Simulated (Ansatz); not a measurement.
Runs of Ansatz 0.2.0 on CdSe (Cadmoselite). The structure is hexagonal, space group P6_3mc (No. 186). The conventional cell has a = 4.300 Å, b = 4.300 Å, c = 7.020 Å, α = 90.00°, β = 90.00°, γ = 120.00°. Around Cd (site symmetry 3m) lie 4 Se at 2.61 to 2.70 Å. Se (site symmetry 3m) is surrounded by 4 Cd at 2.61 to 2.70 Å. 

```csv
task,level,cell,smearing,points for each segment of the path,gap on the mesh (eV),pressure (GPa),largest force (eV/Å)
relaxation of cell and atoms,PBE,relaxed,fermi-dirac 0.05 eV,-,(a),0.0,-
single point,PBE,as given,gaussian 0.026 eV,-,0.70,3.0,0.28
single point,PBE,as given,gaussian 0.013 eV,-,0.70,3.0,0.28
single point,PBE,as given,gaussian 0.03 eV,-,0.70,3.0,0.28
band structure,revPBE,as given,fermi-dirac 0.05 eV,14,0.83,4.5,0.29
```

Alike in all rows: potentials or basis Ansatz PAW; no spin polarisation; k mesh 7 × 7 × 4; cutoff (eV) 420.

Q: Estimate the missing entries.

A: (a) 0.54.

Caveats: odd divisions of the mesh miss points on the zone boundary, where band edges often lie, so the gap on the mesh can be too wide (some runs); the plane-wave basis is chosen anew once the cell has moved, so the energies of steps on either side of that aren't comparable (some runs); the PAW data sets come from PBE, with cores solved anew for the run's functional, which leaves a small shift of forces and pressure (some runs).

A k mesh can miss the band edges, and the runs leave out spin-orbit coupling on Cd, Se.
